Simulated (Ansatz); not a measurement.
# GaSb (Immm): scan of the energy under strain, by script

What does a strain cost in GaSb (Immm)? Wanted for GaSb (Immm): a scan of the energy under strain.

All numbers are computed with Ansatz 0.2.0 through its Python package. Level of theory: DFT PBEsol+D3(BJ), plane waves, PAW.

**1. Starting point**

Symmetry: Immm, No. 71, orthorhombic system. Conventional cell: a = 3.112 Å, b = 5.350 Å, c = 5.787 Å, α = 90.00°, β = 90.00°, γ = 90.00°. Around Ga (site symmetry mmm) lie 6 Sb at 2.89 to 3.09 Å and 2 Ga at 3.11 Å. Sb (site symmetry mmm) has 6 Ga at 2.89 to 3.09 Å and 2 Sb at 3.11 Å as nearest neighbours.

No structure file is read: the coordinates are typed or built in the script.

**2. The script**

gasb.py

```python
import ansatz as az
import matplotlib.pyplot as plt
import numpy as np

vectors0 = np.array([
    [-1.5559, 2.675, 2.89331],
    [1.5559, -2.675, 2.89331],
    [1.5559, 2.675, -2.89331],
])
sites = [
    ("Ga", (0.0, 0.0, 0.0)),
    ("Sb", (0.5, 0.5, 0.0)),
]


def crystal_on(cell):
    crystal = az.Crystal(lattice=az.Lattice.of(cell))
    for symbol, position in sites:
        crystal = crystal.atom(symbol, position)
    return crystal

values = np.linspace(-0.03, 0.03, 5)
energies = []
for d in values:
    strain = d / 2 * (np.ones((3, 3)) - np.eye(3))
    cell = vectors0 @ (np.eye(3) + strain)
    model = (
        crystal_on(cell).calculation()
        .functional("pbesol", dispersion="d3bj")
        .occupations("gaussian", width=0.05)
        .basis(520)
        .kpoints(8, 8, 8)
    )
    data = model.run(threads=1).report
    energies.append(data["free_energy_ev"] / len(sites))
    print(f"d = {d:+.4f}  F = {energies[-1]:.5f} eV/atom")
energies = np.array(energies)

for value, e in zip(values, energies):
    print(f"strain {value:7.3f}   E - Emin = {1000 * (e - energies.min()):9.3f} meV/atom")
plt.figure(figsize=(4.5, 3))
plt.plot(values, 1000 * (energies - energies.min()), "o-")
plt.xlabel("strain")
plt.ylabel("meV/atom")
plt.tight_layout()
plt.savefig("strain.png", dpi=100)
curvature = 2 * np.polyfit(values, energies, 3)[1]
volume = abs(np.linalg.det(vectors0)) / len(sites)
print(f"d2E/dd2 over the volume: {curvature / volume * 160.21766:.1f} GPa")
```

**3. The calls as engine input**

The engine receives this input (first run):

```yaml
crystal:
  lattice:
    - [-1.63942465, 2.6549388499999997, 2.8765235000000002]
    - [1.55262535, -2.7417381499999998, 2.9100965]
    - [1.55917465, 2.69506115, -2.9567735]
  atoms:
    - { symbol: Ga, position: [0.0, 0.0, 0.0] }
    - { symbol: Sb, position: [0.5, 0.5, 0.0] }
basis:
  ecutwfc: 520.0
kpoints:
  mp_grid:
    grid: [8, 8, 8]
hamiltonian:
  xc: pbesol
  dispersion: d3bj
scf:
  occupations:
    method: gaussian
    width: 0.05
```

**4. Launch**

Started as:

```sh
python gasb.py
```

**Question.** How much energy does this rhombohedral strain cost, and what curvature follows?

The runs gave:

| quantity | value |
| --- | --- |
| curvature under the strain | 49.7 GPa |
| runs compared | 5 |
| range of energy | 3.62 meV/atom |
| lowest point, strain | 0.000 |

In words: Against the unstrained cell the energy per atom changes by +3.62 meV at one end of the scan and +3.02 meV at the other, and its second derivative over the volume is 49.7 GPa. What to keep in mind:
- The curvature belongs to this strain pattern and to the cell's stress; it equals a single elastic constant only for simple patterns.
- In a metal a curvature from energy changes of a few meV or less hangs on mesh and smearing, in size and even in sign.
- This cell is a computed structure, which may not be the phase found in nature.
- The ions keep their fractional positions (clamped ions).
